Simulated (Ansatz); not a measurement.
# Bi$_{2}$TeSe$_{2}$ (R-3m)

Method: DFT PBEsol, scalar-relativistic, plane waves, PAW in Ansatz.

Settings: cutoff 420 eV, Γ-centred mesh 12×12×12 on the computed 5-atom cell, Gaussian smearing of 0.02 eV; no spin polarisation.

The structure is relaxed at this level of theory with its symmetry kept. Whether it is the stable form of this composition wasn't checked.

```cif
data_structure
_symmetry_space_group_name_H-M 'R-3m:H'
_symmetry_Int_Tables_number 166
_cell_length_a 4.2196
_cell_length_b 4.2196
_cell_length_c 29.0992
_cell_angle_alpha 90.000
_cell_angle_beta 90.000
_cell_angle_gamma 120.000
_cell_volume 448.71
loop_
_atom_site_label
_atom_site_type_symbol
_atom_site_symmetry_multiplicity
_atom_site_Wyckoff_symbol
_atom_site_fract_x
_atom_site_fract_y
_atom_site_fract_z
_atom_site_occupancy
Bi1 Bi 6 c 0.66667 0.33333 0.73890 1
Te1 Te 3 a 0.00000 0.00000 0.00000 1
Se1 Se 6 c 0.33333 0.66667 0.87571 1
```

```json
{
 "Space group": "R-3m (No. 166)",
 "Volume per atom": "29.91 Å³",
 "Formation energy from the elements' standard states (uncorrected)": "-0.299 eV/atom",
 "Kohn–Sham band gap": "0.51 eV, direct at Γ",
 "Löwdin character of the top 1 eV of the valence band": "Se 4p 50 %, Te 5p 36 %",
 "Löwdin character of the lowest 1 eV of the conduction band": "Bi 6p 62 %, Se 4p 24 %, unprojected 4 %",
 "Electron masses at the edge by Cartesian direction of the standard setting (m_e; degenerate bands sorted by energy; no spin-orbit coupling)": "x: 0.085; y: 0.085; z: 0.50",
 "Hole masses at the edge by Cartesian direction of the standard setting (m_e; degenerate bands sorted by energy; no spin-orbit coupling)": "x: 0.13; y: 0.13; z: 0.53",
 "Bader charges (e)": "Bi (2 in the cell) 0.88, Te (1 in the cell) -0.60, Se (2 in the cell) -0.57"
}
```

Spin-orbit coupling is left out, which matters for the bands of heavy elements.

Cost: 3 runs of about 9.4 core-minutes in all, on Arm Neoverse V1 (shared hosts).